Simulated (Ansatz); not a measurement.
# SnTe (Fm-3m) in Ansatz: a series of runs

Aim: see how the results for SnTe move with the level of theory and the settings. Levels: PBE, revPBE+D3(BJ). Tasks: single point, relaxation of cell and atoms.

All numbers are computed with Ansatz 0.2.0; they aren't measurements. Logs are shortened: lines on timing, memory, paths and dates and some standing lists are left out, and cuts for length are marked.

## (1) The crystal as given

Symmetry: Fm-3m, No. 225, cubic system. Conventional cell: a = 6.302 Å, b = 6.302 Å, c = 6.302 Å, α = 90.00°, β = 90.00°, γ = 90.00°. Te (site symmetry m-3m) is surrounded by 6 Sn at 3.15 Å. Around Sn (site symmetry m-3m) lie 6 Te at 3.15 Å.

## (2) Single point, PBE

input.yaml reads:

```yaml
crystal:
  lattice:
    - [0.0, 3.15085, 3.15085]
    - [3.15085, 0.0, 3.15085]
    - [3.15085, 3.15085, 0.0]
  atoms:
    - { symbol: Te, position: [0.5, 0.5, 0.5] }
    - { symbol: Sn, position: [0.0, 0.0, 0.0] }
kpoints:
  mp_grid: { grid: [5, 5, 5] }
scf:
  occupations: { method: fermi_dirac, width: 0.06 }
hamiltonian:
  xc: pbe
  pseudopotentials: { kind: all_electron, lapw: { basis_error: 0.002 } }
output:
  forces: true
  stress: true
  eigenvalues: true
```

Potentials or basis: all-electron LAPW, scalar-relativistic.

Command:

```console
$ ansatz run input.yaml --threads 1 --pin off --max-ram 3072MiB --backend cpu --events-out ev --progress --plain --runs-dir out
```

Standard output:

```text
Warning: RAYON_NUM_THREADS=1 ignored (pool sized by the plan → 1); use --threads N
LAPW: plane waves up to 6.675 Å⁻¹, error target 2.0e-3 eV per atom; small_component_spin mean_spin; Sn in spheres of 1.594 Å, 22 of its electrons in bands, Dirac shells []; Te in spheres of 1.557 Å, 24 of its electrons in bands, Dirac shells [] (how accurate: hamiltonian.pseudopotentials.lapw.basis_error, Limitations)
Engine: ansatz 0.2.0, aarch64-unknown-linux-gnu
Pseudopotentials: kind: all_electron
Pseudopotential: Te, LAPW, valence charge 24, lapw/all_electron/scalar/gaussian/Te, Koelling and Harmon's equation, gaussian nucleus
Pseudopotential: Sn, LAPW, valence charge 22, lapw/all_electron/scalar/gaussian/Sn, Koelling and Harmon's equation, gaussian nucleus
Functional definition: PBE
  parameter kappa = 0.804
  parameter beta = 0.06672455060314922
  exchange = pbe_x(kappa = kappa, mu = beta*pi^2/3)
  correlation = pbe_c(beta = beta)
Crystal: 2 atoms, lattice volume = 62.562 Å³
Basis set: ecut = 169.73168278358887 eV, 331 PW (Γ), exchange–correlation at level 2
Bands: 28, of which v1, the nominal top of the filled ones, is band 23 counted from 1 (22 counted from 0)
Symmetry: 48 space group operations
Space group: Fm-3m (ITA 225), of the structure as read, at distance tolerance 4.0e-5 Å
k-points: 10 of 125
Non-local potential: Te, projectors of the file, none
Non-local potential: Sn, projectors of the file, none
Initial density: superposition of atomic densities (chi_scale 0.1, normalization cell, long waves kept (reshape's long-wave potential 0.00 eV rms))
Initial wavefunctions: plane waves of lowest kinetic energy (no species holds an atomic orbital)
Functional: x = pbe(κ = 0.804, μ = 0.2195149727645171), c = pbe(β = 0.06672455060314922)
iter 1 solved again at ethr=4.40e-4 eV; its pass at ethr=1.00e-1 eV (dr2=2.03e-1 eV) is discarded
SCF iter   1: F=—  HF=-352974.408783 eV  |F-HF|=—  |Δ(HF+E_count)|=         —  Δρ=1.23e-2  dr2=2.03e-1  ethr=4.40e-4  ⟨swp⟩=2.5  Hψ=1794  notcnv=0
preconditioner: auto → none  [insulator: Δε(μ)=0.945 eV  Ē_g=17.511 eV  σ=0.060 eV  W_gap=1.00  n_scr=14 (ndim 8)  ℏωp=21.0 eV  f_vac=0.029  D(μ)=0.00/eV (n_scr^D=0)  ε∞_Penn≈2.4]
iter 2 solved again at ethr=1.57e-5 eV; its pass at ethr=4.40e-4 eV (dr2=7.22e-3 eV) is discarded
SCF iter   2: F=—  HF=-352974.361208 eV  |F-HF|=—  |Δ(HF+E_count)|=   4.76e-2  Δρ=3.81e-3  dr2=7.23e-3  ethr=1.57e-5  ⟨swp⟩=2.0  Hψ=1455  notcnv=0
SCF iter   3: F=—  HF=-352974.358643 eV  |F-HF|=—  |Δ(HF+E_count)|=   2.56e-3  Δρ=2.34e-3  dr2=4.15e-3  ethr=1.57e-5  ⟨swp⟩=2.0  Hψ=835  notcnv=0
SCF iter   4: F=—  HF=-352974.359654 eV  |F-HF|=—  |Δ(HF+E_count)|=   1.01e-3  Δρ=1.00e-3  dr2=7.69e-4  ethr=9.02e-6  ⟨swp⟩=2.0  Hψ=834  notcnv=0
SCF iter   5: F=—  HF=-352974.359757 eV  |F-HF|=—  |Δ(HF+E_count)|=   1.02e-4  Δρ=2.19e-4  dr2=3.68e-5  ethr=1.67e-6  ⟨swp⟩=2.1  Hψ=836  notcnv=0
SCF iter   6: F=—  HF=-352974.359768 eV  |F-HF|=—  |Δ(HF+E_count)|=   1.13e-5  Δρ=2.49e-5  dr2=4.85e-7  ethr=8.00e-8  ⟨swp⟩=2.3  Hψ=839  notcnv=0
SCF iter   7: F=-352974.359768 eV  HF=-352974.359768 eV  |F-HF|=1.07e-8  |Δ(HF+E_count)|=   2.04e-7  Δρ=3.26e-6  dr2=9.65e-9  ethr=1.05e-9  ⟨swp⟩=2.8  Hψ=853  notcnv=0
SCF 1 converged in 7 iterations: F = -352974.359768 eV  dr2 = 9.65e-9
SCF converged after 7 iterations
Free energy (F): -352974.359768 eV
Harris-Foulkes:  -352974.359768 eV  (|F-HF|=1.07e-8)
Internal energy: -352974.359568 eV  (E = F + TS)
E sigma→0 (E₀):  -352974.359668 eV
Entropy (-TS):   -0.000200 eV (-0.100 meV/atom)
Fermi energy:    12.148553 eV
--- Per-component energies (eV) ---
  E_band       = -1841.999194
  E_kinetic    = 372041.606145
  E_xc         = -9288.824833
  E_electrostatic = -715727.140880  (all electrons and nuclei)
  E_smearing   = -0.000200  (= −TS)
  E_closure    = 0.000000  (closes the sum)
  E_atoms      = -352966.846133  (free atoms, spherical and without spin; not in F)
  Σ components = -352974.359768   (vs F -352974.359768, Δ=0.00e0)
  Basis errors (estimates in eV, not in F): energy 6.7e-4 per atom: plane waves 6.3e-4 (3.5e-4 summed), levels above the bands 5.9e-36, relativity 6.8e-8, radial functions 4.5e-5, core shells 5.9e-10; eigenvalues (radial functions only) 2.6e-5; not estimated: angular momenta, meshes, grids; target (lapw.basis_error) 2.0e-3; muffin-tin radii Sn 1.594 Å, Te 1.557 Å
--- Forces (eV/Å), atoms counted from 1 ---
  atom   1  Te     0.00000000    -0.00000000    -0.00000000
  atom   2  Sn    -0.00000000    -0.00000000    -0.00000000
  max |Σ_I F_I| component: 9.37e-31 eV/Å
--- Stress (GPa, compression-positive) ---
        2.240848      -0.000000       0.000000
       -0.000000       2.240848      -0.000000
        0.000000      -0.000000       2.240848
  P = ⅓ Tr σ = 2.2408 GPa (22.408 kbar)
--- Band table (eV; the first three rows and the last of 10) ---
  k-point 0: bands = ["-147.6571", "-117.8607", "-97.6959", "-97.6959", "-97.6959", "-73.6466", "-73.6466", "-73.6466", "-25.0308", "-25.0308", "-25.0264", "-25.0264", "-25.0264", "-9.8728", "-9.8728", "-9.8676", "-9.8676", "-9.8676", "-0.7632", "7.3634", "9.8994", "9.8994", "9.8994", "15.3972", "15.3972", "15.3972", "16.8187", "16.8187"]
  k-point 1: bands = ["-147.6571", "-117.8607", "-97.6959", "-97.6959", "-97.6959", "-73.6466", "-73.6466", "-73.6466", "-25.0307", "-25.0307", "-25.0262", "-25.0261", "-25.0261", "-9.8747", "-9.8747", "-9.8670", "-9.8654", "-9.8654", "-0.4344", "5.8953", "9.9636", "9.9636", "10.8395", "14.0501", "14.0501", "14.1075", "16.9123", "17.6156"]
  k-point 2: bands = ["-147.6571", "-117.8607", "-97.6959", "-97.6959", "-97.6959", "-73.6466", "-73.6466", "-73.6466", "-25.0305", "-25.0305", "-25.0260", "-25.0257", "-25.0257", "-9.8783", "-9.8783", "-9.8663", "-9.8614", "-9.8614", "0.3249", "4.0494", "10.1747", "10.1747", "11.6949", "12.6272", "12.6388", "12.6388", "18.7279", "19.7604"]
  k-point 9: bands = ["-147.6571", "-117.8607", "-97.6959", "-97.6959", "-97.6959", "-73.6466", "-73.6466", "-73.6466", "-25.0308", "-25.0303", "-25.0261", "-25.0257", "-25.0252", "-9.8847", "-9.8736", "-9.8663", "-9.8620", "-9.8580", "0.7680", "4.5565", "7.6239", "7.7087", "10.8110", "13.2004", "16.0196", "16.4637", "17.4729", "18.8974"]
```

Wall time 3.8 s (1 thread of Arm Neoverse V1, shared host); peak memory 0.24 GiB.

What came out:

```
Free energy : -352974.3598 eV
Pressure    : 2.2 GPa
```

Caveat: this odd mesh misses L, where the gap lies, so gap, dielectric constants and Born charges aren't listed. Spin-orbit coupling is left out, which matters for the levels of Te.

## (3) Single point, PBE

input.yaml reads:

```yaml
crystal:
  lattice:
    - [0.0, 3.15085, 3.15085]
    - [3.15085, 0.0, 3.15085]
    - [3.15085, 3.15085, 0.0]
  atoms:
    - { symbol: Te, position: [0.5, 0.5, 0.5] }
    - { symbol: Sn, position: [0.0, 0.0, 0.0] }
kpoints:
  mp_grid: { grid: [7, 7, 7] }
scf:
  occupations: { method: gaussian, width: 0.023 }
hamiltonian:
  xc: pbe
  pseudopotentials: { kind: all_electron, lapw: { basis_error: 0.001 } }
output:
  forces: true
  stress: true
  eigenvalues: true
```

Potentials or basis: all-electron LAPW, scalar-relativistic.

Command:

```console
$ ansatz run input.yaml --threads 1 --pin off --max-ram 3072MiB --backend cpu --events-out ev --progress --plain --runs-dir out
```

Standard output:

```text
Warning: RAYON_NUM_THREADS=1 ignored (pool sized by the plan → 1); use --threads N
LAPW: plane waves up to 6.971 Å⁻¹, error target 1.0e-3 eV per atom; small_component_spin mean_spin; Sn in spheres of 1.592 Å, 22 of its electrons in bands, Dirac shells []; Te in spheres of 1.559 Å, 24 of its electrons in bands, Dirac shells [] (how accurate: hamiltonian.pseudopotentials.lapw.basis_error, Limitations)
[... 3 set-up lines as earlier in the session ...]
[... 47 lines left out ...]
  max |Σ_I F_I| component: 4.11e-31 eV/Å
--- Stress (GPa, compression-positive) ---
        2.231351      -0.000000      -0.000000
       -0.000000       2.231351      -0.000000
       -0.000000      -0.000000       2.231351
  P = ⅓ Tr σ = 2.2314 GPa (22.314 kbar)
--- Band table (eV; the first three rows and the last of 20) ---
  k-point 0: bands = ["-147.6570", "-117.8480", "-97.6957", "-97.6957", "-97.6957", "-73.6339", "-73.6339", "-73.6339", "-25.0300", "-25.0300", "-25.0259", "-25.0259", "-25.0259", "-9.8604", "-9.8604", "-9.8556", "-9.8556", "-9.8556", "-0.7605", "7.3693", "9.9015", "9.9015", "9.9015", "15.4015", "15.4015", "15.4015", "16.8215", "16.8215"]
  k-point 1: bands = ["-147.6570", "-117.8480", "-97.6957", "-97.6957", "-97.6957", "-73.6339", "-73.6339", "-73.6339", "-25.0299", "-25.0299", "-25.0259", "-25.0258", "-25.0258", "-9.8614", "-9.8614", "-9.8553", "-9.8544", "-9.8544", "-0.5896", "6.4858", "9.9321", "9.9321", "10.5102", "14.5663", "14.5663", "14.6052", "16.7725", "17.2399"]
  k-point 2: bands = ["-147.6570", "-117.8480", "-97.6957", "-97.6957", "-97.6957", "-73.6339", "-73.6339", "-73.6339", "-25.0298", "-25.0298", "-25.0257", "-25.0255", "-25.0255", "-9.8640", "-9.8640", "-9.8547", "-9.8515", "-9.8515", "-0.1216", "5.0159", "10.0438", "10.0438", "11.2584", "13.3395", "13.3395", "13.4095", "17.4617", "18.3913"]
  k-point 19: bands = ["-147.6570", "-117.8480", "-97.6957", "-97.6957", "-97.6957", "-73.6339", "-73.6339", "-73.6339", "-25.0301", "-25.0295", "-25.0256", "-25.0253", "-25.0248", "-9.8727", "-9.8613", "-9.8536", "-9.8507", "-9.8455", "0.8730", "4.5667", "7.0984", "7.8169", "10.8210", "13.2425", "16.1813", "17.0919", "17.3241", "18.5369"]
```

Wall time 6.5 s (1 thread of Arm Neoverse V1, shared host); peak memory 0.27 GiB.

Results:

- Free energy: -352974.3602 eV
- Pressure: 2.2 GPa

Levels at points of the mesh, in eV from the Fermi level:
```tsv
k point	band 20	band 21	band 22	band 23	band 24	band 25	band 26	band 27
(0.00, 0.00, 0.00)	-4.77	-2.24	-2.24	-2.24	3.26	3.26	3.26	4.68
```

Caveat: this odd mesh misses L, where the gap lies, so gap, dielectric constants and Born charges aren't listed.

## (4) Relaxation of cell and atoms, revPBE+D3(BJ)

input.yaml: that of step 3 with these lines changed.

```diff
@@ -11,5 +11,6 @@
 scf:
-  occupations: { method: gaussian, width: 0.023 }
+  occupations: { method: fermi_dirac, width: 0.05 }
 hamiltonian:
-  xc: pbe
+  xc: revpbe
+  dispersion: d3bj
   pseudopotentials: { kind: all_electron, lapw: { basis_error: 0.001 } }
@@ -18,2 +19,5 @@
   stress: true
-  eigenvalues: true
+relax:
+  f_tol: 0.01
+  max_steps: 60
+  cell: {}
```

Command:

```console
$ ansatz run input.yaml --threads 1 --pin off --max-ram 3072MiB --backend cpu --events-out ev --progress --plain --runs-dir out
```

Run time: 17 s. Hardware: 1 thread of Arm Neoverse V1, shared host; peak memory 0.29 GiB.

It converged, with:

```
Free energy                            : -352988.2561 eV
Relaxed volume                         : 30.77 Å³/atom
Relaxed cell                           : a = 4.432 Å, b = 4.432 Å, c = 4.432 Å, α = 60.00°, β = 60.00°, γ = 60.00°
Space group after relaxing (to 0.05 Å) : Fm-3m (No. 225)
Energy gained by relaxing              : 1.2 meV/atom
Ionic steps                            : 4
Pressure after relaxing                : 0.0 GPa
```

Step by step:
```csv
step,energy change (eV),largest force (eV/Å),volume (Å³)
1,0.0000,0.0000,62.56
2,-0.0022,0.0000,61.22
3,-0.0024,0.0000,61.55
4,-0.0024,0.0000,61.55
```

Final structure:
```xyz
2
Lattice="0.0000 3.1337 3.1337 3.1337 0.0000 3.1337 3.1337 3.1337 0.0000" Properties=species:S:1:pos:R:3 pbc="T T T"
Te    3.1337    3.1337    3.1337
Sn    0.0000    0.0000    0.0000
```

Caveat: this odd mesh misses L, where the gap lies, so gap, dielectric constants and Born charges aren't listed. Spin-orbit coupling is left out, which matters for the levels of Te.

## (5) Summary

| task | level | cell | k mesh | cutoff (eV) | smearing | basis error allowed | pressure (GPa) |
| --- | --- | --- | --- | --- | --- | --- | --- |
| single point | PBE | as given | 5 × 5 × 5 | 170 | fermi-dirac 0.06 eV | 0.002 eV/atom | 2.2 |
| single point | PBE | as given | 7 × 7 × 7 | 185 | gaussian 0.023 eV | 0.001 eV/atom | 2.2 |
| relaxation of cell and atoms | revPBE+D3(BJ) | relaxed | 7 × 7 × 7 | - | fermi-dirac 0.05 eV | 0.001 eV/atom | 0.0 |

Alike in all rows: potentials or basis all-electron LAPW, scalar-relativistic; no spin polarisation.

Compare energies only between runs with the same functional and basis.
